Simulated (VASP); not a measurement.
# Be (P6_3/mmc) in VASP: settings compared

One crystal, Be, is run at these levels: r2SCAN, PBEsol; tasks: relaxation of cell and atoms, relaxation of shape and atoms at fixed volume.

Program: VASP 6.6.1. These are calculated values, not measurements. Logs are shortened: lines on timing, memory, paths and dates and some standing lists are left out, and cuts for length are marked.

### 1 The structure

Symmetry: P6_3/mmc, No. 194, hexagonal system. The conventional cell has a = 2.285 Å, b = 2.285 Å, c = 3.584 Å, α = 90.00°, β = 90.00°, γ = 120.00°. Be (site symmetry -6m2) is surrounded by 12 Be at 2.23 to 2.29 Å.

### 2 Relaxation of cell and atoms, r2SCAN, target pressure 94.7 GPa, at which the enthalpy is minimised

INCAR reads:

```
SYSTEM = Be
  PREC = Accurate
  ENCUT = 600
  EDIFF = 1E-6
  ISMEAR = 1
  SIGMA = 0.1
  LREAL = .False.
  LASPH = .True.
  NELM = 80
  ALGO = Normal
  ISIF = 3
  LWAVE = .False.
  LCHARG = .False.
  METAGGA = R2SCAN
  LMIXTAU = .True.
  IBRION = 2
  NSW = 90
  EDIFFG = -0.01
  PSTRESS = 947.0
```

KPOINTS reads:

```
Automatic mesh
0
Gamma
  18 18 10
  0 0 0
```

POSCAR reads:

```
Be
1.0
    2.2853000000      0.0000000000      0.0000000000
   -1.1426500000      1.9791278553      0.0000000000
    0.0000000000      0.0000000000      3.5842000000
Be
2
Direct
    0.3333333333      0.6666666667      0.2500000000
    0.6666666667      0.3333333333      0.7500000000
```

Potentials or basis: VASP PAW PBE potentials, release 64 (Be).

Command:

```console
$ cat potpaw_PBE.64/Be/POTCAR > POTCAR
$ mpirun -np 1 vasp_std > vasp.out
```

OUTCAR:

```text
SYSTEM = Be
   PREC = Accurate
   ENCUT = 600
   EDIFF = 1E-6
   ISMEAR = 1
   LREAL = .False.
   LASPH = .True.
   NELM = 80
   ISIF = 3
   METAGGA = R2SCAN
   IBRION = 2
   NSW = 90
   EDIFFG = -0.01
   PSTRESS = 947.0

 ion  position               nearest neighbor table
   1  0.333  0.667  0.250-   2 2.23   2 2.23   2 2.23   2 2.23   2 2.23   2 2.23
   2  0.667  0.333  0.750-   1 2.23   1 2.23   1 2.23   1 2.23   1 2.23   1 2.23

  LATTYP: Found a hexagonal cell.
 ALAT       =     2.2853000000
 C/A-ratio  =     1.5683717674

  Lattice vectors:

 A1 = (   2.2853000000,   0.0000000000,   0.0000000000)
 A2 = (  -1.1426500000,   1.9791278553,   0.0000000000)
 A3 = (   0.0000000000,   0.0000000000,   3.5842000000)

Analysis of symmetry for initial positions (statically):
=====================================================================
 Subroutine PRICEL returns:
 Original cell was already a primitive cell.

 Routine SETGRP: Setting up the symmetry group for a
 hexagonal supercell.

 Subroutine GETGRP returns: Found 24 space group operations
 (whereof 12 operations were pure point group operations)
 out of a pool of 24 trial point group operations.

The static configuration has the point symmetry D_3d.
 The point group associated with its full space group is D_6h.

Analysis of symmetry for dynamics (positions and initial velocities):
=====================================================================
 Subroutine PRICEL returns:
 Original cell was already a primitive cell.

 Routine SETGRP: Setting up the symmetry group for a
 hexagonal supercell.

 Subroutine GETGRP returns: Found 24 space group operations
 (whereof 12 operations were pure point group operations)
 out of a pool of 24 trial point group operations.

The dynamic configuration has the point symmetry D_3d.
 The point group associated with its full space group is D_6h.

 Subroutine INISYM returns: Found 24 space group operations
 (whereof 12 operations are pure point group operations),
 and found     1 'primitive' translations

----------------------------------------------------------------------------------------

                                     Primitive cell

  volume of cell :      16.2110

  direct lattice vectors                    reciprocal lattice vectors
     2.285300000  0.000000000  0.000000000     0.437579311  0.252636533  0.000000000
    -1.142650000  1.979127855  0.000000000     0.000000000  0.505273066  0.000000000
     0.000000000  0.000000000  3.584200000     0.000000000  0.000000000  0.279002288

  length of vectors
     2.285300000  2.285300000  3.584200000     0.505273066  0.505273066  0.279002288

  position of ions in fractional coordinates (direct lattice)
     0.333333333  0.666666667  0.250000000
     0.666666667  0.333333333  0.750000000

  ion indices of the primitive-cell ions
   primitive index   ion index
                 1           1
                 2           2

----------------------------------------------------------------------------------------

 KPOINTS: Automatic mesh

Automatic generation of k-mesh.
 Grid dimensions read from file:
 generate k-points for:   18   18   10

 Generating k-lattice:

  Cartesian coordinates                     Fractional coordinates (reciprocal lattice)
     0.024309962  0.014035363  0.000000000     0.055555556 -0.000000000  0.000000000
     0.000000000  0.028070726  0.000000000     0.000000000  0.055555556  0.000000000
     0.000000000  0.000000000  0.027900229     0.000000000  0.000000000  0.100000000

  Length of vectors
     0.028070726  0.028070726  0.027900229

  Shift w.r.t. Gamma in fractional coordinates (k-lattice)
     0.000000000  0.000000000  0.000000000

 Subroutine IBZKPT returns following result:
 ===========================================

 Found    222 irreducible k-points:

 Following reciprocal coordinates:
            Coordinates               Weight
  0.000000  0.000000  0.000000      1.000000
  0.055556  0.000000  0.000000      6.000000
  0.111111  0.000000  0.000000      6.000000
  0.166667  0.000000  0.000000      6.000000
  0.222222  0.000000  0.000000      6.000000
  0.277778  0.000000  0.000000      6.000000
[... 16 lines left out ...]
  0.333333  0.111111  0.000000     12.000000
  0.388889  0.111111  0.000000     12.000000
 [... further k-points ...]
   k-points           NKPTS =    222   k-points in BZ     NKDIM =    222   number of bands    NBANDS=      6
   number of dos      NEDOS =    301   number of ions     NIONS =      2
   total plane-waves  NPLWV =   9720
   dimension x,y,z NGX =    18 NGY =   18 NGZ =   30
   dimension x,y,z NGXF=    36 NGYF=   36 NGZF=   60
   ions per type =               2
   NGX,Y,Z   is equivalent  to a cutoff of  13.09, 13.09, 13.91 a.u.
   NGXF,Y,Z  is equivalent  to a cutoff of  26.19, 26.19, 27.83 a.u.
 SYSTEM =  Be
   PREC   = accura    normal or accurate (medium, high low for compatibility)
   ISTART =      0    job   : 0-new  1-cont  2-samecut
   ICHARG =      2    charge: 1-file 2-atom 10-const
   ISPIN  =      1    spin polarized calculation?
   LNONCOLLINEAR =      F non collinear calculations
   LSORBIT =      F    spin-orbit coupling
   LASPH  =      T    aspherical Exc in radial PAW
   ENCUT  =  600.0 eV  44.10 Ry    6.64 a.u.   4.56  4.56  7.16*2*pi/ulx,y,z
   NELM   =     80;   NELMIN=  2; NELMDL= -5     # of ELM steps
   EDIFF  = 0.1E-05   stopping-criterion for ELM
   LREAL  =      F    real-space projection
   EDIFFG = -.1E-01   stopping-criterion for IOM
   NSW    =     90    number of steps for IOM
   IBRION =      2    ionic relax: 0-MD 1-quasi-New 2-CG
   NFREE  =      1    steps in history (QN), initial steepest desc. (CG)
   ISIF   =      3    stress and relaxation
   ISYM   =      2    0-nonsym 1-usesym 2-fastsym
   POTIM  = 0.5000    time-step for ionic-motion
   TEBEG  =    0.0;   TEEND  =   0.0 temperature during run
   PSTRESS=  947.0 pullay stress
   NELECT =       4.0000    total number of electrons
   NUPDOWN=      -1.0000    fix difference up-down
   EMIN   =  10.00;   EMAX   =-10.00  energy-range for DOS
   EFERMI =   0.00;   METHOD = LEGACY
   ISMEAR =     1;   SIGMA  =   0.10  broadening in eV -4-tet -1-fermi 0-gaus
   EFERMI_NEDOS =   21; number of points for ismear=-14 and -15
   IALGO  =     38    algorithm
   IMIX   =      4    mixing-type and parameters
     AMIX     =   0.40;   BMIX     =  1.00
     AMIX_MAG =   1.60;   BMIX_MAG =  1.00
  volume/ion in A,a.u.               =       8.11        54.70
  Fermi-wavevector in a.u.,A,eV,Ry     =   1.026814  1.940397 14.345258  1.054347
  Thomas-Fermi vector in A             =   2.160726
   LORBIT       =      0    0 simple, 1 ext, 2 COOP (PROOUT), +10 PAW based schemes
   METAGGA = R2SCAN    functional components
   LHFCALC =     F    Hartree Fock is set to
   AEXX    =    0.0000 exact exchange contribution
   IVDW    =     0    specifies the selected vdW correction
   LEPSILON=     F    determine dielectric tensor
   LRPA    =     F    only Hartree local field effects (RPA)
 conjugate gradient relaxation of ions
 non-spin polarized calculation
 Methfessel and Paxton  Order N= 1 SIGMA  =   0.10
  energy-cutoff  :      600.00
  volume of cell :       16.21
 maximum number of plane-waves:       555
   NGX =  9   NGY =  9   NGZ = 15

--------------------------------------- Ionic step        1  -------------------------------------------

 number of electron       4.0000000 magnetization

 Free energy of the ion-electron system (eV)
  ---------------------------------------------------
  ext. energy  EPLUGINS =         0.00000000
  ---------------------------------------------------
  free energy    TOTEN  =        -8.67273008 eV

  energy without entropy =       -8.67263734  energy(sigma->0) =       -8.67269916

 E-fermi :   7.0713     XC(G=0): -11.1750

 val. band max:        6.9815544152   @ k =   0.2778   0.1111   0.0000
 cond. band min:       7.0843126778   @ k =   0.3333   0.2778   0.3000
 fundamental gap:      0.1027582627
 Fermi energy:         7.0712696746

 k-point     1 :       0.0000    0.0000    0.0000
  band No.  band energies     occupation
      1      -5.1700      2.00000
      2       2.3053      2.00000
      3       7.9741     -0.00000
      4      23.8568      0.00000
      5      23.8568      0.00000
      6      26.8619      0.00000
[... 199 lines left out ...]
 k-point    24 :       0.3889    0.1111    0.0000
  band No.  band energies     occupation
      1       1.0519      2.00000
      2       4.8518      2.00000
      3      10.1030      0.00000
      4      12.7818      0.00000
      5      14.4753      0.00000
      6      15.1751      0.00000

 [... further k-points ...]

------------------------ aborting loop because EDIFF is reached ----------------------------------------

  FORCE on cell =-STRESS in cart. coord.  units (eV):
  Direction    XX          YY          ZZ          XY          YZ          ZX
  --------------------------------------------------------------------------------------
  -------------------------------------------------------------------------------------
  Total       -0.3930587     -0.3930587     -0.0576799      0.0000000      0.0000000      0.0000000
  in kB      -38.8471108    -38.8471108     -5.7006699      0.0000000      0.0000000      0.0000000
  external PRESSURE =    -974.7982971 kB  Pullay stress =     947.0000000 kB
[... 97 lines left out ...]
  energy  without entropy=       -7.7007485472  energy(sigma->0) =       -7.70086127

  enthalpy is  TOTEN    =        -1.2209074713 eV   P V=        6.4800101672

[... ionic steps 4 to 7 ...]

--------------------------------------- Ionic step        8  -------------------------------------------

 number of electron       4.0000000 magnetization

------------------------ aborting loop because EDIFF is reached ----------------------------------------
[... 71 lines left out ...]
--------------------------------------- Ionic step       10  -------------------------------------------

 number of electron       4.0000000 magnetization

 Free energy of the ion-electron system (eV)
  ---------------------------------------------------
  ext. energy  EPLUGINS =         0.00000000
  ---------------------------------------------------
  free energy    TOTEN  =        -7.52963462 eV

  energy without entropy =       -7.52953862  energy(sigma->0) =       -7.52960262

 E-fermi :  11.0148     XC(G=0): -12.7415

 val. band max:       11.0036920967   @ k =   0.3333   0.2778   0.3000
 cond. band min:      11.0940849571   @ k =   0.3333   0.2778   0.2000
 fundamental gap:      0.0903928604
 Fermi energy:        11.0147817034

 k-point     1 :       0.0000    0.0000    0.0000
  band No.  band energies     occupation
      1      -3.7091      2.00000
      2       4.1711      2.00000
      3      13.2870      0.00000
      4      34.5727      0.00000
      5      34.5727      0.00000
      6      38.3688      0.00000
[... 199 lines left out ...]
 k-point    24 :       0.3889    0.1111    0.0000
  band No.  band energies     occupation
      1       3.3830      2.00000
      2       8.4845      2.00000
      3      14.7813      0.00000
      4      18.8212      0.00000
      5      21.4010      0.00000
      6      21.4168      0.00000

 [... further k-points ...]

------------------------ aborting loop because EDIFF is reached ----------------------------------------

  FORCE on cell =-STRESS in cart. coord.  units (eV):
  Direction    XX          YY          ZZ          XY          YZ          ZX
  --------------------------------------------------------------------------------------
  -------------------------------------------------------------------------------------
  Total        6.2867250      6.2867250      6.2934082      0.0000000     -0.0000000      0.0000000
  in kB      946.0628486    946.0628486    947.0685685      0.0000000     -0.0000000      0.0000000
  external PRESSURE =      -0.6019114 kB  Pullay stress =     947.0000000 kB
[... 21 lines left out ...]
  energy  without entropy=       -7.5295386209  energy(sigma->0) =       -7.52960262

  enthalpy is  TOTEN    =        -1.2366821006 eV   P V=        6.2929525194

 reached required accuracy - stopping structural energy minimisation
```

Wall time 3.5 min (1 thread of Intel Xeon 6975P-C (Granite Rapids), shared host); peak memory 0.15 GiB.

What came out:

| Property | Result |
| --- | --- |
| Free energy | -7.5296 eV |
| Relaxed volume | 5.32 Å³/atom |
| Relaxed cell | a = 1.973 Å, b = 1.973 Å, c = 3.159 Å, α = 90.00°, β = 90.00°, γ = 120.00° |
| Space group after relaxing (to 0.05 Å) | P6_3/mmc (No. 194) |
| Energy change on relaxing (the enthalpy is what falls) | +571.5 meV/atom |
| Ionic steps | 10 |
| Pressure after relaxing | 94.6 GPa |
| Band gap on the k mesh | none (metal or under the smearing width) |

Stress tensor (GPa, compression positive):
```
94.61  0.00  0.00
 0.00 94.61  0.00
 0.00  0.00 94.71
```

The path:
```tsv
step	energy change (eV)	largest force (eV/Å)	pressure (GPa)	volume (Å³)
1	0.0000	0.0000	-2.78	16.21
2	5.4495	0.0000	362.65	7.17
3	0.9718	0.0000	83.86	10.96
4	1.1108	0.0000	92.63	10.71
5	1.1666	0.0000	96.13	10.62
6	1.1686	0.0000	96.17	10.60
7	1.1666	0.0000	96.13	10.61
8	1.1665	0.0000	96.13	10.61
9	1.1290	0.0000	93.78	10.67
10	1.1431	0.0000	94.64	10.65
```

Final structure:
```
Be
1.0
     1.97275    0.00000    0.00000
    -0.98638    1.70845    0.00000
     0.00000    0.00000    3.15893
Be
2
Direct
  0.33333 0.66667 0.25000
  0.66667 0.33333 0.75000
```

Levels at points of the mesh, in eV from the Fermi level:
```
           k point  band 1  band 2  band 3  band 4  band 5  band 6
(0.00, 0.00, 0.00)  -14.72   -6.84    2.27   23.56   23.56   27.35
(0.50, 0.00, 0.00)   -7.22   -3.87    4.84    8.13   10.05   13.73
(0.00, 0.00, 0.50)  -12.17  -12.17   14.45   14.45   25.94   25.94
(0.50, 0.00, 0.50)   -5.40   -5.40    2.99    2.99   17.32   17.32
```

Caveat: the cell is relaxed towards a set pressure, so the enthalpy falls and the energy may rise; the volume moved by over 15 % at a fixed basis, so the end points are rough; the PAW data sets were made with another functional, which shifts forces and pressure a little.

(Part 1 of 3 ends here.)
